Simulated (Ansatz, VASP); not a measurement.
# NaCl in two plane-wave programs, part 2 of 2

One calculation is typed for both programs; each brings its own data sets and cutoff. How far apart do they land? The cell is taken from a series of VASP runs on this material, whose earlier steps may have relaxed, scaled or displaced it; both programs get it as it stands.

VASP 6.6.1 and Ansatz 0.2.0.

So far: Starting point; Ansatz: relaxation of cell and atoms, r2SCAN with rVV10.

### Step 3. VASP: relaxation of cell and atoms, r2SCAN with rVV10

Level of this step: r2SCAN with rVV10; plane waves and PAW (Cl, Na_pv) (VASP).

The same cell, functional, mesh and smearing now go to VASP, with its own data sets and cutoff.

Lines of VASP's logs that name or quote its potential files are left out, and so is its time.

Input file INCAR:

```
SYSTEM = NaCl
PREC = Accurate
ENCUT = 450
EDIFF = 1E-06
NELM = 100
ISMEAR = 0
SIGMA = 0.03
LREAL = .FALSE.
ALGO = Normal
METAGGA = R2SCAN
LUSE_VDW = .TRUE.
IVDW_NL = 2
BPARAM = 11.95
CPARAM = 0.0093
LASPH = .TRUE.
NBANDS = 13
LORBIT = 11
LWAVE = .FALSE.
LCHARG = .FALSE.
KPAR = 4
IBRION = 2
NSW = 50
ISIF = 3
EDIFFG = -0.006
```

Input file POSCAR:

```
NaCl
1.0
    0.0000000000      2.7758550276      2.7758550276
    2.7758550276      0.0000000000      2.7758550276
    2.7758550276      2.7758550276      0.0000000000
Cl Na
1 1
Direct
    0.5000000000      0.5000000000      0.5000000000
    0.0000000000      0.0000000000      0.0000000000
```

Input file KPOINTS:

```
Automatic mesh
0
Gamma
6 6 6
0 0 0
```

The projector-augmented-wave data sets are Cl and Na_pv (PBE family, release 64).

Started as:

```sh
$ mpirun -np 4 vasp_std
```

Numbers of over 12 decimals in the logs are rounded to 6 here.

What it wrote:

```text
[banner, memory and clock lines left out]
running    4 mpi-ranks, on    1 nodes
 distrk:  each k-point on    1 cores,    4 groups
 distr:  one band on    1 cores,    1 groups

 POSCAR found type information on POSCAR ClNa
 POSCAR found :  2 types and       2 ions
|                                                                             |
|               ----> ADVICE to this user running VASP <----                  |
|                                                                             |
|     You have switched on vdW-DFT.                                           |
|     This routine was written and supplied by Jiri Klimes. We recommend      |
|     that you carefully read and cite the following publications:            |
|       J. Klimes, D.R. Bowler, A. Michelides                                 |
|          J. Phys.: Cond Matt. 22 022201 (2010)                              |
|       J. Klimes, D.R. Bowler, A. Michelides                                 |
|          Phys. Rev. B. 83, 195131 (2011)                                    |
|     and references therein.                                                 |
|                                                                             |

|                                                                             |
|               ----> ADVICE to this user running VASP <----                  |
|                                                                             |
|     You enforced a specific xc type in the INCAR file but a different       |
|     [... a line on the potential file left out ...]
|     I HOPE YOU KNOW WHAT YOU ARE DOING!                                     |
|                                                                             |

 LDA part: xc-table for (None), standard interpolation
 POSCAR, INCAR and KPOINTS ok, starting setup
 FFT: planning ... GRIDC
 FFT: planning ... GRID_SOFT
 FFT: planning ... GRID
 WAVECAR not read
 entering main loop
       N       E                     dE             d eps       ncg     rms          rms(c)
Total rVV10 correction in eV:      0.4321208    14.8940642
Total rVV10 correction in eV:      0.4321208    14.8940642
Total rVV10 correction in eV:      0.4321208    14.8940642
Total rVV10 correction in eV:      0.4321208    14.8940642
DAV:   1     0.888059502775E+02    0.88806E+02   -0.67239E+03   429   0.985E+02
DAV:   2    -0.799065528503E+01   -0.96797E+02   -0.88623E+02   459   0.279E+02
DAV:   3    -0.153592151987E+02   -0.73686E+01   -0.73337E+01   541   0.710E+01
DAV:   4    -0.154768674873E+02   -0.11765E+00   -0.11762E+00   486   0.101E+01
DAV:   5    -0.154798260377E+02   -0.29586E-02   -0.29584E-02   527   0.154E+00    0.226E+00
Total rVV10 correction in eV:      0.4444275    14.8940649
Total rVV10 correction in eV:      0.4444275    14.8940649
Total rVV10 correction in eV:      0.4444275    14.8940649
Total rVV10 correction in eV:      0.4444275    14.8940649
DAV:   6    -0.133336162085E+02    0.21462E+01   -0.54107E-01   436   0.774E+00    0.232E+00
Total rVV10 correction in eV:      0.4596375    14.8940649
Total rVV10 correction in eV:      0.4596375    14.8940649
Total rVV10 correction in eV:      0.4596375    14.8940649
Total rVV10 correction in eV:      0.4596375    14.8940649
DAV:   7    -0.133154310577E+02    0.18185E-01   -0.15064E-01   481   0.294E+00    0.120E+00
Total rVV10 correction in eV:      0.4613709    14.8940649
Total rVV10 correction in eV:      0.4613709    14.8940649
Total rVV10 correction in eV:      0.4613709    14.8940649
Total rVV10 correction in eV:      0.4613709    14.8940649
DAV:   8    -0.133194593763E+02   -0.40283E-02   -0.67797E-03   486   0.610E-01    0.485E-01
Total rVV10 correction in eV:      0.4664405    14.8940649
Total rVV10 correction in eV:      0.4664405    14.8940649
Total rVV10 correction in eV:      0.4664405    14.8940649
Total rVV10 correction in eV:      0.4664405    14.8940649
DAV:   9    -0.133209088546E+02   -0.14495E-02   -0.39128E-03   416   0.610E-01    0.124E-01
Total rVV10 correction in eV:      0.4663615    14.8940649
Total rVV10 correction in eV:      0.4663615    14.8940649
Total rVV10 correction in eV:      0.4663615    14.8940649
Total rVV10 correction in eV:      0.4663615    14.8940649
DAV:  10    -0.133209320214E+02   -0.23167E-04   -0.80147E-05   536   0.777E-02    0.402E-02
Total rVV10 correction in eV:      0.4666523    14.8940649
Total rVV10 correction in eV:      0.4666523    14.8940649
Total rVV10 correction in eV:      0.4666523    14.8940649
Total rVV10 correction in eV:      0.4666523    14.8940649
DAV:  11    -0.133209477179E+02   -0.15696E-04   -0.54018E-05   436   0.662E-02    0.668E-02
Total rVV10 correction in eV:      0.4665840    14.8940649
Total rVV10 correction in eV:      0.4665840    14.8940649
Total rVV10 correction in eV:      0.4665840    14.8940649
Total rVV10 correction in eV:      0.4665840    14.8940649
DAV:  12    -0.133209505775E+02   -0.28597E-05   -0.62945E-06   501   0.180E-02    0.412E-03
Total rVV10 correction in eV:      0.4665924    14.8940649
Total rVV10 correction in eV:      0.4665924    14.8940649
Total rVV10 correction in eV:      0.4665924    14.8940649
Total rVV10 correction in eV:      0.4665924    14.8940649
DAV:  13    -0.133209515338E+02   -0.95629E-06   -0.15479E-07   311   0.376E-03
Total rVV10 correction in eV:      0.4665971    14.8940649
Total rVV10 correction in eV:      0.4665971    14.8940649
Total rVV10 correction in eV:      0.4665971    14.8940649
Total rVV10 correction in eV:      0.4665971    14.8940649
Total rVV10 correction in eV:      0.4665933    14.8940649
Total rVV10 correction in eV:      0.4665933    14.8940649
Total rVV10 correction in eV:      0.4665933    14.8940649
Total rVV10 correction in eV:      0.4665933    14.8940649
   1 F= -.13320952E+02 E0= -.13320952E+02  d E =-.133210E+02
 curvature:   0.00 expect dE= 0.000E+00 dE for cont linesearch  0.000E+00
 trial: gam= 0.00000 g(F)=  0.800E-60 g(S)=  0.109E-04 ort = 0.000E+00 (trialstep = 0.100E+01)
 search vector abs. value=  0.109E-04
 bond charge predicted
       N       E                     dE             d eps       ncg     rms          rms(c)
Total rVV10 correction in eV:      0.4666077    14.8940649
Total rVV10 correction in eV:      0.4666077    14.8940649
Total rVV10 correction in eV:      0.4666077    14.8940649
Total rVV10 correction in eV:      0.4666077    14.8940649
DAV:   1    -0.133210261670E+02   -0.75589E-04   -0.14492E-03   496   0.534E-01    0.526E-02
Total rVV10 correction in eV:      0.4665056    14.8940649
Total rVV10 correction in eV:      0.4665056    14.8940649
Total rVV10 correction in eV:      0.4665056    14.8940649
Total rVV10 correction in eV:      0.4665056    14.8940649
DAV:   2    -0.133209839830E+02    0.42184E-04   -0.62726E-05   481   0.834E-02    0.224E-02
Total rVV10 correction in eV:      0.4664442    14.8940649
Total rVV10 correction in eV:      0.4664442    14.8940649
Total rVV10 correction in eV:      0.4664442    14.8940649
Total rVV10 correction in eV:      0.4664442    14.8940649
DAV:   3    -0.133209762432E+02    0.77398E-05   -0.21702E-05   506   0.502E-02    0.107E-02
Total rVV10 correction in eV:      0.4664462    14.8940649
Total rVV10 correction in eV:      0.4664462    14.8940649
Total rVV10 correction in eV:      0.4664462    14.8940649
Total rVV10 correction in eV:      0.4664462    14.8940649
DAV:   4    -0.133209765565E+02   -0.31326E-06   -0.51371E-07   263   0.897E-03
Total rVV10 correction in eV:      0.4664395    14.8940649
Total rVV10 correction in eV:      0.4664395    14.8940649
Total rVV10 correction in eV:      0.4664395    14.8940649
Total rVV10 correction in eV:      0.4664395    14.8940649
Total rVV10 correction in eV:      0.4664432    14.8940649
Total rVV10 correction in eV:      0.4664432    14.8940649
Total rVV10 correction in eV:      0.4664432    14.8940649
Total rVV10 correction in eV:      0.4664432    14.8940649
   2 F= -.13320977E+02 E0= -.13320977E+02  d E =-.250226E-04
 trial-energy change:   -0.000025  1 .order   -0.000008   -0.000011   -0.000006
 step:   2.1245(harm=  2.1245)  dis= 0.00000  next Energy=   -13.320963 (dE=-0.116E-04)
 reached required accuracy - stopping structural energy minimisation
```

OUTCAR, selected parts (step 3):

```text
ion  position               nearest neighbor table
   1  0.500  0.500  0.500-
   2  0.000  0.000  0.000-

  LATTYP: Found a face centered cubic cell.
 ALAT       =     5.5517100552

 Subroutine GETGRP returns: Found 48 space group operations
 (whereof 48 operations were pure point group operations)

The static configuration has the point symmetry O_h .

 Found     16 irreducible k-points:

   k-points           NKPTS =     16   k-points in BZ     NKDIM =     16   number of bands    NBANDS=     13

   dimension x,y,z NGX =    28 NGY =   28 NGZ =   28
   dimension x,y,z NGXF=    56 NGYF=   56 NGZF=   56

   ENCUT  =  450.0 eV  33.07 Ry    5.75 a.u.   6.79  6.79  6.79*2*pi/ulx,y,z

   NELECT =      14.0000    total number of electrons

 k-points in reciprocal lattice and weights: Automatic mesh
   0.00000000  0.00000000  0.00000000       0.005
   0.16666667  0.00000000  0.00000000       0.037
   0.33333333  0.00000000  0.00000000       0.037
   0.50000000  0.00000000  0.00000000       0.019
   0.16666667  0.16666667  0.00000000       0.028
   0.33333333  0.16666667  0.00000000       0.111
   0.50000000  0.16666667  0.00000000       0.111
  -0.33333333  0.16666667  0.00000000       0.111
  -0.16666667  0.16666667  0.00000000       0.056
[...]
-0.33333333  0.33333333  0.16666667       0.111
  -0.33333333  0.50000000  0.16666667       0.056

 average (electrostatic) potential at core
       1 -96.7140       2 -51.7697

 E-fermi :  -0.7175

 k-point     1 :       0.0000    0.0000    0.0000
  band No.  band energies     occupation
    ...
      3     -22.2745      2.00000
      4     -14.2266      2.00000
      5      -0.8823      2.00000
      6      -0.8823      2.00000
      7      -0.8823      2.00000
      8       5.1620      0.00000
      9      10.8686      0.00000
     10      10.8687      0.00000
     11      10.8687      0.00000
     12      13.2062      0.00000
    ...

 k-point     2 :       0.1667    0.0000    0.0000
  band No.  band energies     occupation
    ...
      3     -22.2750      2.00000
      4     -14.1320      2.00000
      5      -1.5222      2.00000
      6      -0.9635      2.00000
      7      -0.9635      2.00000
      8       5.9968      0.00000
      9      10.0925      0.00000
     10      11.2095      0.00000
     11      11.2095      0.00000
     12      12.9540      0.00000
    ...

 k-point     3 :       0.3333    0.0000    0.0000
  band No.  band energies     occupation
    ...
      3     -22.2761      2.00000
      4     -13.9339      2.00000
      5      -2.5386      2.00000
      6      -1.1183      2.00000
      7      -1.1183      2.00000
      8       6.9839      0.00000
      9      10.1828      0.00000
     10      11.1574      0.00000
     11      11.1577      0.00000
     12      14.0934      0.00000
    ...

  Total       -0.0065054     -0.0065054     -0.0065054      0.0000000      0.0000000     -0.0000000
  in kB       -0.2438649     -0.2438649     -0.2438649      0.0000000      0.0000000     -0.0000000
  external PRESSURE =      -0.2438649 kB  Pullay stress =       0.0000000 kB

  energy-cutoff  :      450.00
  volume of cell :       42.74
      direct lattice vectors                 reciprocal lattice vectors
     0.000000000  2.775032099  2.775032099    -0.180178096  0.180178096  0.180178096
     2.775032099  0.000000000  2.775032099     0.180178096 -0.180178096  0.180178096
     2.775032099  2.775032099 -0.000000000     0.180178096  0.180178096 -0.180178096

 POSITION                                       TOTAL-FORCE (eV/Angst)
 -----------------------------------------------------------------------------------
      2.77503      2.77503      2.77503         0.000000      0.000000      0.000000
      2.77503      5.55006      2.77503         0.000000     -0.000000     -0.000000
 -----------------------------------------------------------------------------------
    total drift:                                0.000000      0.000000      0.000000

  FREE ENERGIE OF THE ION-ELECTRON SYSTEM (eV)
  ---------------------------------------------------
  free  energy   TOTEN  =       -13.3209765565 eV

  energy  without entropy=      -13.3209765565  energy(sigma->0) =      -13.32097656

 reached required accuracy - stopping structural energy minimisation

 total charge
# of ion       s       p       d       tot
------------------------------------------
    1        1.594   3.615   0.000   5.209
    2        0.039   5.983   0.000   6.022
--------------------------------------------------
tot          1.633   9.598   0.000  11.231

[... 3 further parts left out ...]
```

### Step 4. Comparison

Known differences besides the potentials themselves: VASP keeps PBE cores, Ansatz makes them for the functional; both relaxations stop at a tolerance, which leaves soft axes loose, and VASP keeps its plane-wave basis; the data sets hold 16 valence electrons in Ansatz (default PAW (the set named soft_2) files) and 14 in VASP; the cutoff is 500 eV in Ansatz and 450 eV in VASP; Ansatz adds a Pulay correction to the stress that steers its cell, VASP none. Total energies have different zeros and are not compared.

The two programs side by side:

```csv
quantity,Ansatz,VASP,difference
volume (Å³),43.14,42.74,+0.93 %
"edge a after relaxation, in the typed setting (Å)",3.937,3.925,+0.31 %
```

The walks stopped with 0.00 GPa left in Ansatz and -0.02 GPa in VASP; each walk ends within a tolerance, so the volume difference is uncertain by about these residues over the bulk modulus, most in soft cells.

### Step 5. What came out

| Property | Result |
| --- | --- |
| difference in volume (relaxation of cell and atoms, r2SCAN with rVV10) | 0.93 % |

What this shows: The difference in volume is 0.93 % (relaxation of cell and atoms, r2SCAN with rVV10), within the 1.2 % picked in this series as the mark of a large difference, as far as the stopping tolerances let one tell. How closely two codes agree says nothing of how well the functional describes the real material.

[Lines on the potential files, build, host, timing and source positions are cut from VASP's logs without a mark.]

[Logs are printed without paths, hosts, clocks, repeated set-up lines and the standing remarks that a program may print on its own settings, such as how far it seeks lower states.]

[Hosts, paths, dates, database ids (printed as entryN), source tags and the programs' standing remarks are cut or masked in the printed files.]
